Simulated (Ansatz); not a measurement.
The system is GaCo.

```
Ga Co
1.0
     2.87800    0.00000    0.00000
     0.00000    2.87800    0.00000
     0.00000    0.00000    2.87800
Ga Co
1 1
Direct
  0.50000 0.50000 0.50000
  0.00000 0.00000 0.00000
```

Base run:

* Program: Ansatz 0.2.0
* Functional: r2SCAN
* Potentials or basis: Ansatz PAW
* Cutoff: 500 eV (not typed: the program's choice for these potentials)
* k mesh: 9 × 9 × 9
* Occupations: fermi-dirac, width 0.05 eV
* Spin: non-collinear spin, ferromagnetic start, spin-orbit coupling
* Starting moments: [[0.0, 0.0, 0.0], [2.0, 0.0, 0.0]] μB

Its results: band gap on the k mesh none (metal or under the smearing width); pressure -5.0 GPa.

Question: The run is repeated on the same cell with these changes: functional from r2SCAN to PBE; cutoff from 500 eV (not typed: the program's choice for these potentials) to 420 eV (not typed: the program's choice for these potentials); spin from non-collinear spin, ferromagnetic start, spin-orbit coupling to no spin polarisation; potential files from those of the base run to others of the same set. What comes out?

Answer: Band gap on the k mesh none (metal or under the smearing width); pressure 0.7 GPa.

Several settings changed at once, so the effect can't be laid on one alone.

Caveats: the magnetic or orbital state may not be the lowest (some runs); the PAW data sets come from PBE, with cores solved anew for the run's functional, which leaves a small shift of forces and pressure (some runs).
